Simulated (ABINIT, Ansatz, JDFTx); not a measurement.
**The equilibrium volume of CO2, sorted by core time**

```cif
data_structure
_symmetry_space_group_name_H-M 'I-42d'
_symmetry_Int_Tables_number 122
_cell_length_a 3.9495
_cell_length_b 3.9495
_cell_length_c 6.0281
_cell_angle_alpha 90.000
_cell_angle_beta 90.000
_cell_angle_gamma 90.000
_cell_volume 94.03
loop_
_atom_site_label
_atom_site_type_symbol
_atom_site_symmetry_multiplicity
_atom_site_Wyckoff_symbol
_atom_site_fract_x
_atom_site_fract_y
_atom_site_fract_z
_atom_site_occupancy
O1 O 8 d 0.83480 0.75000 0.12500 1
C1 C 4 a 0.00000 0.00000 0.00000 1
```

The cell comes from a database or a generator and needn't be the stable form of this composition.

| rung | level | program and potentials | cutoff (eV) | k mesh | core time | chip | equilibrium volume (Å³/atom) | notes |
| --- | --- | --- | --- | --- | --- | --- | --- | --- |
| GGA + dispersion | BLYP+D4 | Ansatz, Ansatz PAW | 420 | 9 × 9 × 9 | 15 s | AMD EPYC 9R45 Zen 5 | 7.77 | potentials made for PBE, which Ansatz adapts in part |
| GGA + dispersion | BLYP+D3(BJ) | Ansatz, Ansatz PAW | 420 | 9 × 9 × 9 | 15 s | AMD EPYC 9R45 Zen 5 | 7.81 | potentials made for PBE, which Ansatz adapts in part |
| GGA | BLYP | Ansatz, Ansatz PAW | 420 | 9 × 9 × 9 | 22 s | Intel Xeon 6975P-C Granite Rapids | 8.04 | potentials made for PBE, which Ansatz adapts in part |
| GGA + dispersion | PBEsol+D3(BJ) | Ansatz, Ansatz PAW | 420 | 9 × 9 × 9 | 30 s | Intel Xeon 6975P-C Granite Rapids | 7.52 | potentials made for PBE, which Ansatz adapts in part |
| GGA | PBEsol | Ansatz, Ansatz PAW | 420 | 9 × 9 × 9 | 33 s | Intel Xeon 6975P-C Granite Rapids | 7.59 | potentials made for PBE, which Ansatz adapts in part |
| GGA + dispersion | PBEsol+D4 | Ansatz, Ansatz PAW | 420 | 9 × 9 × 9 | 35 s | Intel Xeon 6975P-C Granite Rapids | 7.52 | potentials made for PBE, which Ansatz adapts in part |
| GGA + dispersion | PBEsol+D3(BJ)+ATM | Ansatz, Ansatz PAW | 420 | 9 × 9 × 9 | 38 s | Intel Xeon 6975P-C Granite Rapids | 7.53 | potentials made for PBE, which Ansatz adapts in part |
| LDA | LDA | Ansatz, Ansatz PAW | 420 | 9 × 9 × 9 | 44 s | Intel Xeon Platinum 8375C Ice Lake | 7.35 | potentials made for PBE, which Ansatz adapts in part |
| LDA | LDA | ABINIT, JTH PAW LDA v2.0 | 626 | 9 × 9 × 9 | 18 min | Intel Xeon Platinum 8488C Sapphire Rapids | 7.36 | - |
| GGA | PBEsol | ABINIT, PseudoDojo NC SR PBEsol v0.4.1 standard | 1143 | 6 × 6 × 6 | 20 min | Intel Xeon Platinum 8488C Sapphire Rapids | 7.59 | - |
| GGA | PBEsol | JDFTx, PseudoDojo-SR-PBEsol-0.4.1-standard with smoothed tails | 1143 | 7 × 7 × 7 | 29 min | Arm Neoverse V2 | 7.59 | - |

Times are single runs on shared hosts and different chips, so they are rough; meshes, cutoffs and the tasks' sizes weigh on the time. Task: relaxation of cell and atoms. All rows: no spin polarisation. Meshes differ between rows, which moves values too. Meshes are those of the run's cell of 6 atoms unless a note names another. Relaxations start from the cell shown or near it and stop with a little pressure left. Runs on faulty files, with rough fits or with known faults for this quantity aren't shown. PBE isn't shown for this crystal. No row holds spin-orbit coupling.

By rung: LDA 7.35 to 7.36; GGA + dispersion 7.52 to 7.81; GGA 7.59 to 8.04 (Å³/atom).
